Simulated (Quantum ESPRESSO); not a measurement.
# ZnSe (Stilleite) (F-43m) in Quantum ESPRESSO: reference runs

Reference runs on ZnSe (Stilleite): the cell as given and a disturbed copy.

Program: Quantum ESPRESSO 7.5. These are calculated values, not measurements. Logs are shortened: lines on timing, memory, paths and dates and some standing lists are left out, and cuts for length are marked.

**What was measured.**

“Alloy Disordering Effects on the Thermal Conductivity and Energy Gap Temperature Dependence of Cd1−xZnxSe Ternary Crystals Grown by the Bridgman Method”, 2023, pmc:10253836 reports, for a bulk crystal of ZnSe at 300 K: band gap 2.695 ± 0.003 eV (an exciton energy, a little under the gap).

How close the calculation comes is told below.

### 1 The structure

Symmetry: F-43m, No. 216, cubic system. The conventional cell has a = 5.668 Å, b = 5.668 Å, c = 5.668 Å, α = 90.00°, β = 90.00°, γ = 90.00°. Se (site symmetry -43m) has 4 Zn at 2.45 Å as nearest neighbours. Zn (site symmetry -43m) is surrounded by 4 Se at 2.45 Å.

### 2 Single point, PBE

The input, pw.in:

```
&CONTROL
  calculation = 'scf'
  prefix = 'pwscf'
  outdir = './tmp'
  pseudo_dir = './pseudo'
  tprnfor = .true.
  tstress = .true.
  disk_io = 'low'
/
&SYSTEM
  ibrav = 0
  nat = 2
  ntyp = 2
  ecutwfc = 55
  ecutrho = 440
  nbnd = 20
  occupations = 'smearing'
  smearing = 'fd'
  degauss = 0.00367493
/
&ELECTRONS
  conv_thr = 4d-10
  electron_maxstep = 120
  mixing_beta = 0.5
/
ATOMIC_SPECIES
Se    78.9710 Se_pbe_v1.uspp.F.UPF
Zn    65.3800 Zn_pbe_v1.uspp.F.UPF
CELL_PARAMETERS angstrom
   0.0000000000    2.8338000000    2.8338000000
   2.8338000000    0.0000000000    2.8338000000
   2.8338000000    2.8338000000    0.0000000000
ATOMIC_POSITIONS crystal
Se     0.7500000000    0.7500000000    0.7500000000
Zn     0.0000000000    0.0000000000    0.0000000000
K_POINTS automatic
8 8 8 0 0 0
```

The input, pp_density.in:

```
&INPUTPP
  prefix = 'pwscf'
  outdir = './tmp'
  filplot = 'density.dat'
  plot_num = 0
/
&PLOT
  nfile = 1
  filepp(1) = 'density.dat'
  iflag = 3
  output_format = 6
  fileout = 'density.cube'
/
```

The input, pp_potential.in:

```
&INPUTPP
  prefix = 'pwscf'
  outdir = './tmp'
  filplot = 'potential.dat'
  plot_num = 11
/
&PLOT
  nfile = 1
  filepp(1) = 'potential.dat'
  iflag = 3
  output_format = 6
  fileout = 'potential.cube'
/
```

Potentials or basis: SSSP 1.3 efficiency PBE.

The run is started by

```sh
$ OMP_NUM_THREADS=1 pw.x -in pw.in > pw.out
$ OMP_NUM_THREADS=1 pp.x -in pp_density.in > pp_density.out
$ OMP_NUM_THREADS=1 pp.x -in pp_potential.in > pp_potential.out
```

pw.out:

```text
This program is part of the open-source Quantum ESPRESSO suite
     for quantum simulation of materials; please cite
[... 6 lines left out ...]
     using ibrav=0 with symmetry is DISCOURAGED, use correct ibrav instead

     Subspace diagonalization in iterative solution of the eigenvalue problem:
     a serial algorithm will be used

     G-vector sticks info
     --------------------
     sticks:   dense  smooth     PW     G-vecs:    dense   smooth      PW
     Sum        1735     859    253                47831    16865    2741

     Using Slab Decomposition

     bravais-lattice index     =            0
     lattice parameter (alat)  =       7.5733  a.u.
     unit-cell volume          =     307.1384 (a.u.)^3
     number of atoms/cell      =            2
     number of atomic types    =            2
     number of electrons       =        26.00
     number of Kohn-Sham states=           20
     kinetic-energy cutoff     =      55.0000  Ry
     charge density cutoff     =     440.0000  Ry
     scf convergence threshold =      4.0E-10
     mixing beta               =       0.5000
     number of iterations used =            8  plain     mixing
     Exchange-correlation= SLA  PW   PBE  PBE
                           (   1   4   3   4   0   0   0)

     celldm(1)=   7.573263  celldm(2)=   0.000000  celldm(3)=   0.000000
     celldm(4)=   0.000000  celldm(5)=   0.000000  celldm(6)=   0.000000

     crystal axes: (cart. coord. in units of alat)
               a(1) = (   0.000000   0.707107   0.707107 )
               a(2) = (   0.707107   0.000000   0.707107 )
               a(3) = (   0.707107   0.707107   0.000000 )

     reciprocal axes: (cart. coord. in units 2 pi/alat)
               b(1) = ( -0.707107  0.707107  0.707107 )
               b(2) = (  0.707107 -0.707107  0.707107 )
               b(3) = (  0.707107  0.707107 -0.707107 )

     PseudoPot. # 1 for Se read from file:
     Se_pbe_v1.uspp.F.UPF
     Pseudo is Ultrasoft + core correction, Zval =  6.0
     Generated by new atomic code, or converted to UPF format
     Using radial grid of  877 points,  6 beta functions with:
                l(1) =   0
                l(2) =   0
                l(3) =   1
                l(4) =   1
                l(5) =   2
                l(6) =   2
     Q(r) pseudized with  8 coefficients,  rinner =    1.300   1.300   1.300
                                                       1.300   1.300

     PseudoPot. # 2 for Zn read from file:
     Zn_pbe_v1.uspp.F.UPF
     Pseudo is Ultrasoft, Zval = 20.0
     Generated by new atomic code, or converted to UPF format
     Using radial grid of  943 points,  6 beta functions with:
                l(1) =   0
                l(2) =   0
                l(3) =   1
                l(4) =   1
                l(5) =   2
                l(6) =   2
     Q(r) pseudized with  8 coefficients,  rinner =    1.100   1.100   1.100
                                                       1.100   1.100

     atomic species   valence    mass     pseudopotential
     Se                6.00    78.97100     Se( 1.00)
     Zn               20.00    65.38000     Zn( 1.00)

     24 Sym. Ops. (no inversion) found

   Cartesian axes

     site n.     atom                  positions (alat units)
         1        Se     tau(   1) = (   1.0606602   1.0606602   1.0606602  )
         2        Zn     tau(   2) = (   0.0000000   0.0000000   0.0000000  )

     number of k points=    29  Fermi-Dirac smearing, width (Ry)=  0.0037
                       cart. coord. in units 2pi/alat
        k(    1) = (   0.0000000   0.0000000   0.0000000), wk =   0.0039062
        k(    2) = (   0.0883883   0.0883883  -0.0883883), wk =   0.0312500
        k(    3) = (   0.1767767   0.1767767  -0.1767767), wk =   0.0312500
        k(    4) = (   0.2651650   0.2651650  -0.2651650), wk =   0.0312500
        k(    5) = (  -0.3535534  -0.3535534   0.3535534), wk =   0.0156250
        k(    6) = (   0.1767767   0.0000000   0.0000000), wk =   0.0234375
[... 21 lines left out ...]
        k(   28) = (  -0.7071068   0.1767767   0.0000000), wk =   0.0468750
        k(   29) = (  -0.7071068   0.3535534   0.0000000), wk =   0.0234375

     Dense  grid:    47831 G-vectors     FFT dimensions: (  54,  54,  54)

     Smooth grid:    16865 G-vectors     FFT dimensions: (  36,  36,  36)

     Initial potential from superposition of free atoms

     starting charge      25.9998, renormalised to      26.0000
     Starting wfcs are   17 randomized atomic wfcs +    3 random wfcs

     Self-consistent Calculation

     iteration #  1     ecut=    55.00 Ry     beta= 0.50
     Davidson diagonalization with overlap
     ethr =  1.00E-02,  avg # of iterations =  5.1

     Threshold (ethr) on eigenvalues was too large:
     Diagonalizing with lowered threshold

     Davidson diagonalization with overlap
     ethr =  2.86E-04,  avg # of iterations =  1.5

     total energy              =    -505.23966825 Ry
     estimated scf accuracy    <       0.07332607 Ry

     iteration #  2     ecut=    55.00 Ry     beta= 0.50
     Davidson diagonalization with overlap
     ethr =  2.82E-04,  avg # of iterations =  2.0
[... 43 lines left out ...]
     total energy              =    -505.26065875 Ry
     estimated scf accuracy    <          1.4E-09 Ry

     iteration #  9     ecut=    55.00 Ry     beta= 0.50
     Davidson diagonalization with overlap
     ethr =  5.57E-12,  avg # of iterations =  4.2

     End of self-consistent calculation

          k = 0.0000 0.0000 0.0000 (  2085 PWs)   bands (ev):

  -118.8768 -73.0446 -73.0446 -73.0446  -6.9120  -0.1871  -0.1871  -0.1871
     0.1843   0.1843   6.3550   6.3550   6.3550   7.6379  12.1581  12.1581
    12.1581  16.2755  17.8423  17.8423

          k = 0.0884 0.0884-0.0884 (  2112 PWs)   bands (ev):

  -118.8768 -73.0447 -73.0446 -73.0446  -6.8111  -0.1803  -0.1713  -0.1713
     0.1829   0.1829   5.0364   6.2026   6.2026   8.6242  12.0992  12.4124
    12.4124  17.0483  17.0483  17.1427
[... 13 lines left out ...]
          k =-0.3536-0.3536 0.3536 (  2120 PWs)   bands (ev):

  -118.8768 -73.0447 -73.0446 -73.0446  -6.1209  -0.0993  -0.0993   0.2026
     0.2026   0.3416   1.1237   5.4849   5.4849   8.8936  12.7415  12.7415
    14.9240  17.3154  19.4758  19.4758

          k = 0.1768 0.0000 0.0000 (  2105 PWs)   bands (ev):

  -118.8768 -73.0446 -73.0446 -73.0446  -6.7774  -0.1954  -0.1572  -0.1572
     0.1728   0.1914   5.0350   5.9299   5.9299   9.0685  11.4122  12.8253
    12.8253  15.8136  17.5917  18.0614

          k = 0.2652 0.0884-0.0884 (  2106 PWs)   bands (ev):

  -118.8768 -73.0446 -73.0446 -73.0446  -6.5683  -0.1782  -0.1202  -0.1165
     0.1675   0.1977   3.7457   5.5489   5.5964   9.7758  11.3550  13.2589
    13.4071  15.4775  17.9114  18.4609
[... 19 lines left out ...]
          k =-0.0884-0.2652 0.2652 (  2111 PWs)   bands (ev):

  -118.8768 -73.0447 -73.0446 -73.0446  -6.3788  -0.1148  -0.1112  -0.0663
     0.1726   0.2041   2.7714   4.8823   5.8260   9.8187  12.5495  12.9572
    13.2239  16.1134  17.7017  18.7723

          k = 0.0000-0.1768 0.1768 (  2111 PWs)   bands (ev):

  -118.8768 -73.0446 -73.0446 -73.0446  -6.6558  -0.1664  -0.1522  -0.1371
     0.1731   0.1916   4.1174   5.4657   6.1510   9.4275  11.9168  12.5703
    13.0876  16.0651  17.0433  18.2773

          k = 0.3536 0.0000 0.0000 (  2085 PWs)   bands (ev):

  -118.8768 -73.0446 -73.0446 -73.0446  -6.4271  -0.1978  -0.0763  -0.0763
     0.1585   0.2086   3.4750   5.1032   5.1032  10.2759  10.3798  14.3831
    14.3831  14.6208  18.7030  20.1442

          k = 0.4419 0.0884-0.0884 (  2108 PWs)   bands (ev):

  -118.8768 -73.0447 -73.0446 -73.0446  -6.1916  -0.1569  -0.0338  -0.0180
     0.1891   0.2159   2.5840   4.5601   4.7967  10.1286  10.8105  13.9228
    14.9041  16.4458  19.3370  20.4261
[... 7 lines left out ...]
          k =-0.0884-0.4419 0.4419 (  2122 PWs)   bands (ev):

  -118.8768 -73.0447 -73.0447 -73.0446  -5.9731  -0.0877  -0.0310   0.1506
     0.1904   0.3742   1.6039   3.5502   5.0123  10.2991  12.5157  14.2614
    14.5061  16.5064  17.5536  20.4641

          k = 0.0000-0.3536 0.3536 (  2119 PWs)   bands (ev):

  -118.8768 -73.0447 -73.0447 -73.0446  -6.1403  -0.0876  -0.0700   0.0675
     0.1724   0.2330   2.2100   3.8134   5.4431  10.4941  12.7313  13.1725
    13.6703  16.2252  18.3489  20.4706

          k = 0.5303 0.0000 0.0000 (  2104 PWs)   bands (ev):

  -118.8768 -73.0447 -73.0446 -73.0446  -6.0322  -0.1701   0.0203   0.0203
     0.2246   0.2257   2.2048   4.4235   4.4235   9.5852  10.1043  15.8623
    16.2852  16.2852  19.6603  21.9029

          k =-0.0884-0.6187 0.6187 (  2125 PWs)   bands (ev):

  -118.8768 -73.0447 -73.0447 -73.0447  -5.8960  -0.1338   0.0423   0.0593
     0.2242   0.3453   1.7553   3.8801   4.3319   9.6758  10.4692  15.6653
    16.4887  17.4812  19.9987  20.6767

          k = 0.0000-0.5303 0.5303 (  2129 PWs)   bands (ev):

  -118.8768 -73.0447 -73.0447 -73.0446  -5.8723  -0.0981   0.0223   0.1086
     0.2058   0.4472   1.6341   3.2657   4.5593   9.9393  11.9523  15.3986
    15.6272  15.9141  18.3752  21.7230

          k =-0.7071 0.0000 0.0000 (  2100 PWs)   bands (ev):

  -118.8768 -73.0447 -73.0446 -73.0446  -5.8519  -0.1552   0.0661   0.0661
     0.2328   0.3619   1.5996   4.1658   4.1658   9.3399   9.8158  17.0809
    17.6082  17.6082  20.3123  20.8064

          k = 0.3536 0.1768 0.0000 (  2105 PWs)   bands (ev):

  -118.8768 -73.0447 -73.0446 -73.0446  -6.3440  -0.1448  -0.0848  -0.0577
     0.1698   0.2090   2.9607   4.6189   5.4283  10.4910  11.2390  13.0776
    14.1372  15.8123  18.6294  19.8088

          k =-0.2652-0.4419 0.6187 (  2115 PWs)   bands (ev):

  -118.8768 -73.0447 -73.0447 -73.0446  -6.0982  -0.0917  -0.0604   0.0711
     0.1965   0.2477   2.0046   4.0792   5.0687  10.6127  11.9100  13.0559
    14.6053  16.7470  18.9578  20.0539
[... 13 lines left out ...]
          k =-0.0884-0.4419 0.6187 (  2126 PWs)   bands (ev):

  -118.8768 -73.0447 -73.0447 -73.0446  -5.8907  -0.0824   0.0038   0.1169
     0.1936   0.4276   1.6751   3.4722   4.2918  10.7247  11.9531  13.6305
    15.4343  16.8031  19.5714  20.5023

          k = 0.0000-0.3536 0.5303 (  2125 PWs)   bands (ev):

  -118.8768 -73.0447 -73.0447 -73.0446  -5.9332  -0.0733  -0.0221   0.1422
     0.1799   0.3841   1.7574   3.3616   4.5971  11.0044  12.3679  13.0886
    15.5252  16.1467  18.1725  21.7763

          k =-0.7071 0.1768 0.0000 (  2128 PWs)   bands (ev):

  -118.8768 -73.0447 -73.0447 -73.0447  -5.8494  -0.1103   0.0402   0.0850
     0.2142   0.4242   1.6288   3.8682   3.9136  10.2291  10.6398  15.5709
    15.6550  17.9333  20.1555  20.6107

          k =-0.7071 0.3536 0.0000 (  2148 PWs)   bands (ev):

  -118.8768 -73.0447 -73.0447 -73.0447  -5.8469  -0.0692   0.0202   0.1514
     0.1538   0.4832   1.6655   3.5908   3.6886  11.8375  11.9047  13.3209
    14.0645  18.0717  20.1692  20.4337

     the Fermi energy is     7.0309 ev

!    total energy              =    -505.26065875 Ry
     estimated scf accuracy    <          7.3E-11 Ry
     smearing contrib. (-TS)   =      -0.00000000 Ry
     internal energy E=F+TS    =    -505.26065875 Ry

     The total energy is F=E-TS. E is the sum of the following terms:
     one-electron contribution =    -470.04159259 Ry
     hartree contribution      =     241.34831838 Ry
     xc contribution           =     -71.95289685 Ry
     ewald contribution        =    -204.61448768 Ry

     convergence has been achieved in   9 iterations

     Forces acting on atoms (cartesian axes, Ry/au):

     atom    1 type  1   force =    -0.00000000   -0.00000000    0.00000000
     atom    2 type  2   force =     0.00000000    0.00000000   -0.00000000

     Total force =     0.000000     Total SCF correction =     0.000000

     Computing stress (Cartesian axis) and pressure

          total   stress  (Ry/bohr**3)                   (kbar)     P=       21.56
   0.00014653   0.00000000   0.00000000           21.56        0.00        0.00
   0.00000000   0.00014653   0.00000000            0.00       21.56        0.00
   0.00000000   0.00000000   0.00014653            0.00        0.00       21.56

=------------------------------------------------------------------------------=
   JOB DONE.
=------------------------------------------------------------------------------=
```

Run time: 60 s. Hardware: 1 thread of Intel Xeon Platinum 8375C at 2.90GHz (Ice Lake), shared host; peak memory 0.23 GiB.

Results:

```yaml
Free_energy: -6874.4215 eV
Pressure: 2.2 GPa
Band_gap_on_the_k_mesh: 1.28 eV, direct
```

(Part 1 of 2 ends here.)
